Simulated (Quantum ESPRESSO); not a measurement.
## How biaxial strain moves the moments of MnS (Browneite)

Aim: follow moments and order energies of MnS (Browneite) with biaxial strain.

Calculated with Quantum ESPRESSO 7.5; PBE; plane waves with GBRV 1.5 PBE potentials, no spin-orbit coupling.

## (1) Set-up

It takes space group F-43m (No. 216, cubic). The conventional cell has a = 5.600 Å, b = 5.600 Å, c = 5.600 Å, α = 90.00°, β = 90.00°, γ = 90.00°. Nearest to Mn lie 4 S at 2.42 Å. Nearest to S lie 4 Mn at 2.42 Å. Farther neighbours and most contacts between anions are not listed.

The cell comes from the Crystallography Open Database.

## (2) Biaxial 0.94, ferro +

Lengths in the Cartesian xy plane scale by the factor; z is kept. Atoms keep their fractional places. Seeded atoms are those given a starting moment.

Contents of pw.in:

```
&CONTROL
  calculation = 'scf'
  prefix = 'pwscf'
  outdir = './tmp'
  pseudo_dir = './pseudo'
  disk_io = 'nowf'
  tprnfor = .true.
  tstress = .true.
/
&SYSTEM
  ibrav = 0
  celldm(1) = 8
  nat = 2
  ntyp = 2
  ecutwfc = 40
  ecutrho = 280
  nbnd = 19
  occupations = 'smearing'
  smearing = 'fd'
  degauss = 0.00734986
  nspin = 2
  starting_magnetization(1) = 0.3
  starting_magnetization(2) = 0
/
&ELECTRONS
  conv_thr = 4d-09
  electron_maxstep = 150
  mixing_beta = 0.3
/
ATOMIC_SPECIES
Mn     54.9380 mn_pbe_v1.5.uspp.F.UPF
S      32.0600 s_pbe_v1.4.uspp.F.UPF
CELL_PARAMETERS alat
   0.0000000000000    0.6217198950019    0.6614041436190
   0.6217198950019    0.0000000000000    0.6614041436190
   0.6217198950019    0.6217198950019    0.0000000000000
ATOMIC_POSITIONS crystal
Mn      0.0000000000    0.0000000000    0.0000000000
S       0.2500000000    0.2500000000    0.2500000000
K_POINTS automatic
6 6 6 0 0 0
```

The run is started by

```bash
OMP_NUM_THREADS=1 mpirun -n 2 pw.x -nk 2 -in pw.in > pw.out
```

The program printed:

```text
Program PWSCF v.7.5 starts

     Message from routine setup:
     using ibrav=0 with symmetry is DISCOURAGED, use correct ibrav instead

     K-points division:     npool     =       2
     Subspace diagonalization in iterative solution of the eigenvalue problem:

     bravais-lattice index     =            0
     lattice parameter (alat)  =       8.0000  a.u.
     unit-cell volume          =     261.7920 (a.u.)^3
     number of atoms/cell      =            2
     number of atomic types    =            2
     number of electrons       =        21.00
     number of Kohn-Sham states=           19
     kinetic-energy cutoff     =      40.0000  Ry
     charge density cutoff     =     280.0000  Ry
     scf convergence threshold =      4.0E-09
     mixing beta               =       0.3000
     number of iterations used =            8  plain     mixing
     Exchange-correlation=  SLA  PW   PBX  PBC
                           (   1   4   3   4   0   0   0)

     celldm(1)=   8.000000  celldm(2)=   0.000000  celldm(3)=   0.000000
     celldm(4)=   0.000000  celldm(5)=   0.000000  celldm(6)=   0.000000

     crystal axes: (cart. coord. in units of alat)
               a(1) = (   0.000000   0.621720   0.661404 )
               a(2) = (   0.621720   0.000000   0.661404 )
               a(3) = (   0.621720   0.621720   0.000000 )

     reciprocal axes: (cart. coord. in units 2 pi/alat)
               b(1) = ( -0.804221  0.804221  0.755967 )
               b(2) = (  0.804221 -0.804221  0.755967 )
               b(3) = (  0.804221  0.804221 -0.755967 )

     PseudoPot. # 1 for Mn read from file:
     mn_pbe_v1.5.uspp.F.UPF
     Pseudo is Ultrasoft + core correction, Zval = 15.0

     PseudoPot. # 2 for S  read from file:
     s_pbe_v1.4.uspp.F.UPF
     Pseudo is Ultrasoft + core correction, Zval =  6.0

     atomic species   valence    mass     pseudopotential
     Mn               15.00    54.93800     Mn( 1.00)
     S                 6.00    32.06000     S ( 1.00)

     Starting magnetic structure
     atomic species   magnetization
     Mn              0.300
     S               0.000

      8 Sym. Ops. (no inversion) found

   Cartesian axes

     site n.     atom                  positions (alat units)
         1        Mn     tau(   1) = (   0.0000000   0.0000000   0.0000000  )
         2        S      tau(   2) = (   0.3108599   0.3108599   0.3307021  )

     number of k points=    30  Fermi-Dirac smearing, width (Ry)=  0.0073
                       cart. coord. in units 2pi/alat
        k(    1) = (   0.0000000   0.0000000   0.0000000), wk =   0.0046296
        k(    2) = (   0.1340368   0.1340368  -0.1259946), wk =   0.0370370
        k(    3) = (   0.2680736   0.2680736  -0.2519891), wk =   0.0370370
        k(    4) = (  -0.4021103  -0.4021103   0.3779837), wk =   0.0185185
        k(    5) = (   0.2680736   0.0000000   0.0000000), wk =   0.0185185
        [... 25 further k-points ...]

     Dense  grid:    20733 G-vectors     FFT dimensions: (  40,  40,  40)

     Smooth grid:     8961 G-vectors     FFT dimensions: (  30,  30,  30)

     Check: negative core charge=   -0.000035
     Generating pointlists ...
     new r_m :   0.2269 (alat units)  1.8154 (a.u.) for type    1
     new r_m :   0.2269 (alat units)  1.8154 (a.u.) for type    2

     Initial potential from superposition of free atoms

     starting charge      20.4999, renormalised to      21.0000
     Starting wfcs are   17 randomized atomic wfcs +    2 random wfcs

     Self-consistent Calculation

     iteration #  1     ecut=    40.00 Ry     beta= 0.30
     Davidson diagonalization with overlap
     ethr =  1.00E-02,  avg # of iterations =  6.6

     total energy              =    -235.14804357 Ry
     estimated scf accuracy    <       0.84400462 Ry

     total magnetization       =     4.13 Bohr mag/cell
     absolute magnetization    =     4.13 Bohr mag/cell

     iteration #  2     ecut=    40.00 Ry     beta= 0.30
     Davidson diagonalization with overlap
     ethr =  4.02E-03,  avg # of iterations =  1.9

     total energy              =    -235.35000783 Ry
     estimated scf accuracy    <       0.10546189 Ry

     total magnetization       =     4.28 Bohr mag/cell
     absolute magnetization    =     4.28 Bohr mag/cell

     [... further iterations left out ...]

     iteration # 11     ecut=    40.00 Ry     beta= 0.30
     Davidson diagonalization with overlap
     ethr =  3.38E-10,  avg # of iterations =  1.4

     negative rho (up, down):  0.000E+00 3.006E-04

     total energy              =    -235.37241566 Ry
     estimated scf accuracy    <       0.00000006 Ry

     total magnetization       =     4.47 Bohr mag/cell
     absolute magnetization    =     4.47 Bohr mag/cell

     iteration # 12     ecut=    40.00 Ry     beta= 0.30
     Davidson diagonalization with overlap
     ethr =  3.04E-10,  avg # of iterations =  2.0

     negative rho (up, down):  0.000E+00 3.006E-04

     Magnetic moment per site  (integrated on atomic sphere of radius R)
     atom   1 (R=0.227)  charge= 12.8423  magn=  3.7820
     atom   2 (R=0.227)  charge=  3.9847  magn=  0.0820

     End of self-consistent calculation

     [... lines left out ...]
     the Fermi energy is     8.7624 ev

!    total energy              =    -235.37241569 Ry
     estimated scf accuracy    <          2.4E-09 Ry
     smearing contrib. (-TS)   =      -0.00331822 Ry
     internal energy E=F+TS    =    -235.36909747 Ry

     The total energy is F=E-TS. E is the sum of the following terms:
     one-electron contribution =    -149.26193068 Ry
     hartree contribution      =      81.21457621 Ry
     xc contribution           =     -35.21382684 Ry
     ewald contribution        =    -132.10791616 Ry

     total magnetization       =     4.47 Bohr mag/cell
     absolute magnetization    =     4.47 Bohr mag/cell

     convergence has been achieved in  12 iterations

     negative rho (up, down):  0.000E+00 3.006E-04

     Forces acting on atoms (cartesian axes, Ry/au):

     atom    1 type  1   force =    -0.00000000   -0.00000000    0.00000000
     atom    2 type  2   force =     0.00000000    0.00000000    0.00000000

     Total force =     0.000000     Total SCF correction =     0.000000

     Computing stress (Cartesian axis) and pressure

     negative rho (up, down):  0.000E+00 3.006E-04
          total   stress  (Ry/bohr**3)                   (kbar)     P=       63.05
   0.00045116  -0.00000000   0.00000000           66.37       -0.00        0.00
  -0.00000000   0.00045116   0.00000000           -0.00       66.37        0.00
   0.00000000  -0.00000000   0.00038346            0.00       -0.00       56.41

=------------------------------------------------------------------------------=
   JOB DONE.
=------------------------------------------------------------------------------=
```

Elapsed: 29 s, on 2 MPI ranks of Arm Neoverse N1, shared host; peak memory 0.2 GiB.

Spin moment in the atom's sphere by atom:

```csv
atom,spin moment in the atom's sphere (μB)
Mn1,3.78
S2,0.08
```

Numbers from this step:

```yaml
smearing_term_ts: 0.04515 eV
pressure: 6.305 GPa
magnetization: 4.47 μB
absolute_magnetization: 4.47 μB
final_state: ferromagnetic
```

## (3) Biaxial 0.94, antiferro q=(0,1/2,1/2) +-

The wavevector q is in fractions of the reciprocal vectors of the crystal's primitive cell, as the cells of these inputs are built from it; moments change sign between cells as cos(2π q·R).

Contents of pw.in:

```
&CONTROL
  calculation = 'scf'
  prefix = 'pwscf'
  outdir = './tmp'
  pseudo_dir = './pseudo'
  disk_io = 'nowf'
  tprnfor = .true.
  tstress = .true.
/
&SYSTEM
  ibrav = 0
  celldm(1) = 8
  nat = 4
  ntyp = 3
  ecutwfc = 40
  ecutrho = 280
  nbnd = 30
  occupations = 'smearing'
  smearing = 'fd'
  degauss = 0.00734986
  nspin = 2
  starting_magnetization(1) = 0.3
  starting_magnetization(2) = -0.3
  starting_magnetization(3) = 0
/
&ELECTRONS
  conv_thr = 8d-09
  electron_maxstep = 150
  mixing_beta = 0.3
/
ATOMIC_SPECIES
Mn1    54.9380 mn_pbe_v1.5.uspp.F.UPF
Mn2    54.9380 mn_pbe_v1.5.uspp.F.UPF
S      32.0600 s_pbe_v1.4.uspp.F.UPF
CELL_PARAMETERS alat
   0.0000000000000    0.6217198950019    0.6614041436190
   1.2434397900038    0.0000000000000    1.3228082872380
   1.2434397900038    0.6217198950019    0.6614041436190
ATOMIC_POSITIONS crystal
Mn1     0.0000000000    0.0000000000    0.0000000000
Mn2     0.0000000000    0.5000000000    0.0000000000
S       0.2500000000    0.0000000000    0.2500000000
S       0.2500000000    0.5000000000    0.2500000000
K_POINTS automatic
6 3 6 0 0 0
```

The program printed:

```text
     [... lines left out ...]
Program PWSCF v.7.5 starts
     [... lines left out ...]
     number of atoms/cell      =            4
     [... lines left out ...]
     number of electrons       =        42.00
     number of Kohn-Sham states=           30
     kinetic-energy cutoff     =      40.0000  Ry
     charge density cutoff     =     280.0000  Ry
     scf convergence threshold =      8.0E-09
     [... lines left out ...]
      4 Sym. Ops. (no inversion) found
     [... lines left out ...]
     number of k points=    26  Fermi-Dirac smearing, width (Ry)=  0.0073
     [... lines left out ...]
     iteration # 12     ecut=    40.00 Ry     beta= 0.30
     [... lines left out ...]
     Magnetic moment per site  (integrated on atomic sphere of radius R)
     atom   1 (R=0.227)  charge= 12.8500  magn=  3.7172
     atom   2 (R=0.227)  charge= 12.8500  magn= -3.7172
     atom   3 (R=0.227)  charge=  3.9835  magn= -0.0000
     atom   4 (R=0.227)  charge=  3.9835  magn=  0.0000
     [... lines left out ...]
     the Fermi energy is     8.7573 ev
!    total energy              =    -470.80245155 Ry
     estimated scf accuracy    <          6.2E-10 Ry
     smearing contrib. (-TS)   =      -0.00018076 Ry
     [... lines left out ...]
     total magnetization       =    -0.00 Bohr mag/cell
     absolute magnetization    =     8.55 Bohr mag/cell
     convergence has been achieved in  12 iterations
     [... lines left out ...]
     Total force =     0.000002     Total SCF correction =     0.000009
     [... lines left out ...]
          total   stress  (Ry/bohr**3)                   (kbar)     P=       34.68
     [... lines left out ...]
```

Wall time 2.2 min (2 MPI ranks); peak memory 0.36 GiB.

Spin moment in the atom's sphere by atom:

```csv
atom,spin moment in the atom's sphere (μB)
Mn1,3.72
Mn2,-3.72
S3,0.00
S4,0.00
```

This step gave:

```yaml
smearing_term_ts: 0.002459 eV
pressure: 3.468 GPa
magnetization: 0 μB
absolute_magnetization: 8.554 μB
final_state: antiferromagnetic
```

## (4) Biaxial 0.94, no spin polarisation

Contents of pw.in:

```
&CONTROL
  calculation = 'scf'
  prefix = 'pwscf'
  outdir = './tmp'
  pseudo_dir = './pseudo'
  disk_io = 'nowf'
  tprnfor = .true.
  tstress = .true.
/
&SYSTEM
  ibrav = 0
  celldm(1) = 8
  nat = 2
  ntyp = 2
  ecutwfc = 40
  ecutrho = 280
  nbnd = 17
  occupations = 'smearing'
  smearing = 'fd'
  degauss = 0.00734986
/
&ELECTRONS
  conv_thr = 4d-09
  electron_maxstep = 150
  mixing_beta = 0.3
/
ATOMIC_SPECIES
Mn     54.9380 mn_pbe_v1.5.uspp.F.UPF
S      32.0600 s_pbe_v1.4.uspp.F.UPF
CELL_PARAMETERS alat
   0.0000000000000    0.6217198950019    0.6614041436190
   0.6217198950019    0.0000000000000    0.6614041436190
   0.6217198950019    0.6217198950019    0.0000000000000
ATOMIC_POSITIONS crystal
Mn      0.0000000000    0.0000000000    0.0000000000
S       0.2500000000    0.2500000000    0.2500000000
K_POINTS automatic
6 6 6 0 0 0
```

The program printed:

```text
     [... lines left out ...]
Program PWSCF v.7.5 starts
     [... lines left out ...]
     number of atoms/cell      =            2
     [... lines left out ...]
     number of electrons       =        21.00
     number of Kohn-Sham states=           17
     kinetic-energy cutoff     =      40.0000  Ry
     charge density cutoff     =     280.0000  Ry
     scf convergence threshold =      4.0E-09
     [... lines left out ...]
      8 Sym. Ops. (no inversion) found
     [... lines left out ...]
     number of k points=    30  Fermi-Dirac smearing, width (Ry)=  0.0073
     [... lines left out ...]
     iteration # 12     ecut=    40.00 Ry     beta= 0.30
     [... lines left out ...]
     the Fermi energy is     8.2263 ev
!    total energy              =    -235.30914273 Ry
     estimated scf accuracy    <          1.7E-10 Ry
     smearing contrib. (-TS)   =      -0.00762645 Ry
     [... lines left out ...]
     convergence has been achieved in  12 iterations
     [... lines left out ...]
     Total force =     0.000000     Total SCF correction =     0.000000
     [... lines left out ...]
          total   stress  (Ry/bohr**3)                   (kbar)     P=     -182.18
     [... lines left out ...]
```

Wall time 14 s (2 MPI ranks); peak memory 0.18 GiB.

Numbers from this step:

```yaml
smearing_term_ts: 0.1038 eV
pressure: -18.22 GPa
final_state: non-magnetic (no spin polarisation)
```

## (5) Biaxial 1.06, ferro +

Edit pw.in of step 4 so:

```diff
@@ -16,3 +16,3 @@
   ecutrho = 280
-  nbnd = 17
+  nbnd = 19
   occupations = 'smearing'
@@ -20,2 +20,5 @@
   degauss = 0.00734986
+  nspin = 2
+  starting_magnetization(1) = 0.3
+  starting_magnetization(2) = 0
 /
@@ -30,5 +33,5 @@
 CELL_PARAMETERS alat
-   0.0000000000000    0.6217198950019    0.6614041436190
-   0.6217198950019    0.0000000000000    0.6614041436190
-   0.6217198950019    0.6217198950019    0.0000000000000
+   0.0000000000000    0.7010883922362    0.6614041436190
+   0.7010883922362    0.0000000000000    0.6614041436190
+   0.7010883922362    0.7010883922362    0.0000000000000
 ATOMIC_POSITIONS crystal
```

The program printed:

```text
     [... lines left out ...]
Program PWSCF v.7.5 starts
     [... lines left out ...]
     number of atoms/cell      =            2
     [... lines left out ...]
     number of electrons       =        21.00
     number of Kohn-Sham states=           19
     kinetic-energy cutoff     =      40.0000  Ry
     charge density cutoff     =     280.0000  Ry
     scf convergence threshold =      4.0E-09
     [... lines left out ...]
      8 Sym. Ops. (no inversion) found
     [... lines left out ...]
     number of k points=    30  Fermi-Dirac smearing, width (Ry)=  0.0073
     [... lines left out ...]
     iteration # 10     ecut=    40.00 Ry     beta= 0.30
     [... lines left out ...]
     Magnetic moment per site  (integrated on atomic sphere of radius R)
     atom   1 (R=0.246)  charge= 13.0340  magn=  4.3170
     atom   2 (R=0.246)  charge=  4.4221  magn=  0.1108
     [... lines left out ...]
     the Fermi energy is     6.1491 ev
!    total energy              =    -235.37529129 Ry
     estimated scf accuracy    <          1.3E-09 Ry
     smearing contrib. (-TS)   =      -0.00043136 Ry
     [... lines left out ...]
     total magnetization       =     4.99 Bohr mag/cell
     absolute magnetization    =     4.99 Bohr mag/cell
     convergence has been achieved in  10 iterations
     [... lines left out ...]
     Total force =     0.000000     Total SCF correction =     0.000000
     [... lines left out ...]
          total   stress  (Ry/bohr**3)                   (kbar)     P=      -47.76
     [... lines left out ...]
```

Elapsed: 25 s, on 2 MPI ranks; peak memory 0.23 GiB; 50 s of CPU time.

Numbers from this step:

```yaml
smearing_term_ts: 0.005869 eV
pressure: -4.776 GPa
magnetization: 4.986 μB
absolute_magnetization: 4.986 μB
final_state: ferromagnetic
largest_moment: 4.317 μB
```

## (6) Trends

The runs not shown differ from these in the moved quantity alone.

States, by row:

```csv
biaxial,ferro +,"antiferro q=(0,1/2,1/2) +-",no spin polarisation
0.94,ferromagnetic,antiferromagnetic,non-magnetic
0.96,ferromagnetic,antiferromagnetic,non-magnetic
0.98,ferromagnetic,antiferromagnetic,non-magnetic
1,ferromagnetic,antiferromagnetic,non-magnetic
1.02,ferromagnetic,antiferromagnetic,non-magnetic
1.04,ferromagnetic,antiferromagnetic,non-magnetic
1.06,ferromagnetic,antiferromagnetic,non-magnetic
```

Table of largest site moment by biaxial:

```csv
biaxial (factor),ferro + (μB),"antiferro q=(0,1/2,1/2) +- (μB)"
0.9400,3.78,3.72
0.9600,3.93,3.82
0.9800,4.04,3.91
1.0000,4.14,3.99
1.0200,4.21,4.06
1.0400,4.27,4.12
1.0600,4.32,4.18
```

Table of energy less that of the parallel start by biaxial; values in meV a seeded atom:

```csv
biaxial (factor),"antiferro q=(0,1/2,1/2) +-",no spin polarisation
0.9400,-392,861
0.9600,-357,1106
0.9800,-319,1349
1.0000,-279,1586
1.0200,-239,1815
1.0400,-201,2032
1.0600,-169,2234
```

Energy over the lowest against biaxial; values in meV an atom:

```csv
biaxial (factor),ferro +,"antiferro q=(0,1/2,1/2) +-",no spin polarisation
0.9400,209,13.2,640
0.9600,179,0.321,732
0.9800,160,0,834
1.0000,151,11.4,944
1.0200,153,33.1,1060
1.0400,166,64.9,1182
1.0600,190,105,1307
```

## (7) Outcome

- moment, parallel start: 3.78 to 4.32 μB
- states met from these starts: antiferromagnetic and ferromagnetic

What this shows: The moment of the parallel start goes from 3.78 μB at 0.94 to 4.32 μB at 1.06. The net moment of the cell goes from 4.47 to 4.99 μB. The radius of the spheres follows the nearest distance, so part of the change of the site moments is the spheres'. The largest moment of the start antiferro q=(0,1/2,1/2) +- lies between 3.72 and 4.18 μB. The start antiferro q=(0,1/2,1/2) +- lies under the parallel one at every finished point, by 169 to 392 meV a seeded atom. Energies are free energies at an electronic temperature of 1160 K, which lowers moments and differences where the moments are itinerant. No Hubbard term acts here. In such compounds local and semilocal functionals without one often delocalise the d electrons, and can shrink or lose moments and miss the size, sign and order of the couplings.

[Logs and program files are shortened in this print: banners, set-up blocks, solver, clock and traceback lines can be left out without a mark of their own.]

[Logs are printed without paths, hosts, clocks, repeated set-up lines and the standing remarks that a program may print on its own settings, such as how far it seeks lower states.]

[Hosts, paths, dates, database ids (printed as entryN), source tags and the programs' standing remarks are cut or masked in the printed files.]

[Where a cell is said to come from a database of computed structures, the database is the Materials Project.]
